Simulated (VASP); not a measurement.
# MgSe: single point with PBE

MgSe:

```
CELL_PARAMETERS angstrom
-1.94786 1.94786 2.75460
1.94786 -1.94786 2.75460
1.94786 1.94786 -2.75460
ATOMIC_POSITIONS crystal
Mg 0.50000 0.50000 0.00000
Se 0.00000 0.00000 0.00000
```

The cell was built by a generator and needn't be a form met in nature.

| Item | Value |
| --- | --- |
| Program | VASP 6.6.1 |
| Task | single point |
| Functional | PBE |
| Potentials or basis | VASP PAW PBE potentials, release 64 (Mg, Se) |
| Cutoff | 520 eV |
| k mesh | 10 × 10 × 10 |
| Occupations | gaussian, width 0.02 eV |
| Spin | no spin polarisation |
| Dipole correction | no |
| Further INCAR settings | ALGO = Normal; EDIFF = 1e-06; NBANDS = 11 |

```
Pressure               : -0.2 GPa
Band gap on the k mesh : 1.75 eV, indirect (least direct gap 2.39 eV)
```

Levels at points of the mesh, in eV from the valence-band top:
| k point | band 1 | band 2 | band 3 | band 4 | band 5 | band 6 | band 7 | band 8 |
| --- | --- | --- | --- | --- | --- | --- | --- | --- |
| (0.00, 0.00, 0.00) | -12.77 | 0.00 | 0.00 | 0.00 | 2.39 | 7.42 | 7.42 | 7.42 |
| (0.50, 0.00, 0.00) | -11.72 | -4.78 | -0.55 | -0.55 | 3.79 | 6.06 | 6.06 | 8.38 |
| (0.50, 0.50, 0.00) | -11.42 | -4.10 | -1.71 | -1.71 | 1.75 | 4.05 | 11.44 | 11.89 |
| (0.50, 0.50, 0.50) | -11.42 | -4.10 | -1.71 | -1.71 | 1.75 | 4.05 | 11.44 | 11.89 |

Run time: 19 s on 1 thread of Intel(R) Xeon(R) Platinum 8559C (Emerald Rapids) (shared host), peak memory 0.2 GiB.

A k mesh can miss the band edges.
